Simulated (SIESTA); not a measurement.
Crystal: CaF2 (Fluorite).

```
CELL_PARAMETERS angstrom
0.00000 2.73100 2.73100
2.73100 0.00000 2.73100
2.73100 2.73100 0.00000
ATOMIC_POSITIONS crystal
Ca 0.00000 0.00000 0.00000
F 0.75000 0.75000 0.75000
F 0.25000 0.25000 0.25000
```

Base run:

| Property | Result |
| --- | --- |
| Program | SIESTA 5.4.2 |
| Functional | BLYP |
| Potentials or basis | PseudoDojo 0.4 standard (PBE files) |
| Basis | DZP (energy shift 0.003 Ry; two zetas on semicore shells; d shell added on Ca) |
| Grid cutoff | 800 Ry |
| Energy shift | 0.003 Ry |
| k mesh | 8 × 8 × 8 |
| Occupations | fermi-dirac, width 0.05 eV |
| Spin | no spin polarisation |

Its results: band gap on the k mesh 7.39 eV, indirect (least direct gap 7.64 eV); pressure 4.7 GPa.

Task: After a change of settings the same cell gave: band gap on the k mesh 6.95 eV, indirect (least direct gap 7.22 eV); pressure -6.4 GPa. Which change was it?
A. functional from BLYP to AM05; potentials or basis from PseudoDojo 0.4 standard (PBE files) to PseudoDojo 0.4 standard (PBEsol files)
B. functional from BLYP to LDA; potentials or basis from PseudoDojo 0.4 standard (PBE files) to PseudoDojo 0.4 standard (LDA files)
C. functional from BLYP to PBEsol; potentials or basis from PseudoDojo 0.4 standard (PBE files) to PseudoDojo 0.4 standard (PBEsol files)
D. functional from BLYP to vdW-DF-cx

Result: B.

Caveats: the basis of atomic orbitals isn't converged, which shifts pressures, moduli and gaps; the potentials were made for another functional, which shifts forces and pressure (some runs).
